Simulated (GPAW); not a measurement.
C:

```
CELL_PARAMETERS angstrom
0.00000 1.78337 1.78337
1.78337 0.00000 1.78337
1.78337 1.78337 0.00000
ATOMIC_POSITIONS crystal
C 0.75000 0.75000 0.75000
C 0.50000 0.50000 0.50000
```

This isn't the form of C at room conditions, which is graphite.

* Program: GPAW 26.7.0
* Task: relaxation of cell and atoms
* Functional: LDA
* Potentials or basis: the program's PAW data sets (release 1.2.1) made for this functional
* Cutoff: 800 eV
* Basis: pw
* k mesh: 13 × 13 × 13
* Occupations: fermi-dirac, width 0.05 eV
* Spin: no spin polarisation

At the start: pressure -13.5 GPa; volume 5.67 Å³/atom.

Question: Where does the relaxation end?

Answer: Over 10 steps the energy falls by 6.4 meV/atom and the volume is 5.50 Å³/atom (-3.0 %); space group Fd-3m (No. 227, to 0.05 Å).

Step by step:
```
step  energy change (eV)  largest force (eV/Å)  pressure (GPa)  volume (Å³)
   1              0.0000                0.0000          -13.48        11.34
   2             -0.0056                0.0000          -10.44        11.26
   3             -0.0116                0.0000           -4.84        11.12
   4             -0.0122                0.0000            2.22        10.95
   5             -0.0122                0.0000            2.08        10.96
   6             -0.0123                0.0000            1.82        10.96
   7             -0.0125                0.0000            1.45        10.97
   8             -0.0126                0.0000            0.99        10.98
   9             -0.0127                0.0000            0.47        10.99
  10             -0.0128                0.0000           -0.08        11.01
```

Final structure:
```yaml
crystal:
  lattice:
    - [0.00000, 1.76553, 1.76553]
    - [1.76553, 0.00000, 1.76553]
    - [1.76553, 1.76553, 0.00000]
  atoms:
    - { symbol: C, position: [0.75000, 0.75000, 0.75000] }
    - { symbol: C, position: [0.50000, 0.50000, 0.50000] }
```

The cell as given is a measured one (5.67 Å³/atom); LDA puts the equilibrium volume -3.0 % from it, thermal expansion not counted.

Caveat: later steps reuse the first step's grids.
